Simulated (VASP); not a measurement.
**SiC in VASP: how settings move the PBE single point**

Aim: see what changed inputs do to the PBE single point of SiC built on the zincblende prototype, under -1.0 % equal strain in all directions.

Program: VASP 6.6.1. PAW datasets, plane waves. The values are computed, spin-unpolarised, and not measurements.

### Step 1. The cell

The cell comes from an earlier relaxation with r2SCAN in another program.

The symmetry is F-43m (No. 216, cubic); a = 4.313 Å in the conventional setting, 10.03 Å³ an atom. Near Si stand 4 C at 1.87 Å; near C stand 4 Si at 1.87 Å.

The structure in full:

```
CELL_PARAMETERS angstrom
0.00000 2.15627 2.15627
2.15627 0.00000 2.15627
2.15627 2.15627 0.00000
ATOMIC_POSITIONS crystal
Si 0.00000 0.00000 0.00000
C 0.25000 0.25000 0.25000
```

### Step 2. Reference

File INCAR:

```
ENCUT = 520.000000
SIGMA = 0.020000
EDIFF = 1.00e-07
GGA = PE
PREC = Accurate
IBRION = -1
ISIF = 2
ISMEAR = -1
NBANDS = 11
NELM = 120
NSW = 0
LASPH = .TRUE.
LCHARG = .FALSE.
LWAVE = .FALSE.
LREAL = .FALSE.
```

File KPOINTS:

```
KPOINTS created by Atomic Simulation Environment
0
Gamma
10 10 10
0 0 0
```

File POSCAR:

```
Si C
 1.0000000000000000
     0.0000000000000000    2.1562718274999999    2.1562718274999999
     2.1562718274999999    0.0000000000000000    2.1562718274999999
     2.1562718274999999    2.1562718274999999    0.0000000000000000
 Si  C
   1   1
Cartesian
  0.0000000000000000  0.0000000000000000  0.0000000000000000
  1.0781359137500000  1.0781359137500000  1.0781359137500000
```

A file KPOINTS_OPT adds named points for the levels; it doesn't enter the self-consistent loop.

Potentials: the recommended PBE PAW datasets, 8 valence electrons.

Started as:

```bash
mpirun -np 1 vasp_std
```

### Step 3. Altered input 1

File INCAR:

```
ENCUT = 520.000000
SIGMA = 0.020000
GGA = PE
PREC = Accurate
IBRION = -1
ISIF = 2
ISMEAR = -1
NBANDS = 11
NSW = 0
LASPH = .TRUE.
LCHARG = .FALSE.
LWAVE = .FALSE.
LREAL = .FALSE.
EDIFF = 1e-08
NELM = 70
```

KPOINTS is that of step 2.

POSCAR is that of step 2.

### Step 4. Altered input 2

File INCAR:

```
ENCUT = 520.000000
EDIFF = 1.00e-07
GGA = PE
PREC = Accurate
IBRION = -1
ISIF = 2
NBANDS = 11
NSW = 0
LASPH = .TRUE.
LCHARG = .FALSE.
LWAVE = .FALSE.
LREAL = .FALSE.
ISMEAR = 0
SIGMA = 0.2
NELM = 65
```

KPOINTS is that of step 2.

POSCAR is that of step 2.

Q: Predict the outcome of this session. Wanted: for each run, changed; ending; energy change; pressure; electronic steps; usable.

**Answer**, as computed:

| run | changed | ending | energy change (meV/atom) | pressure (GPa) | gap on the mesh (eV; negative: overlap) | electronic steps | time | usable |
| --- | --- | --- | --- | --- | --- | --- | --- | --- |
| ref. | – | converged | 0 | 10.7 | 1.33 | 13 | 6.6 s | yes |
| 1 | EDIFF = 1e-08, NELM = 70 | converged | 0.0 | 10.7 | 1.33 | 15 | 7 s | yes |
| 2 | ISMEAR = 0, SIGMA = 0.2, NELM = 65 | converged | 0.0 | 10.7 | 1.33 | 13 | 6.6 s | yes |

**Reading.** Of 2 altered inputs, 2 gave usable results.
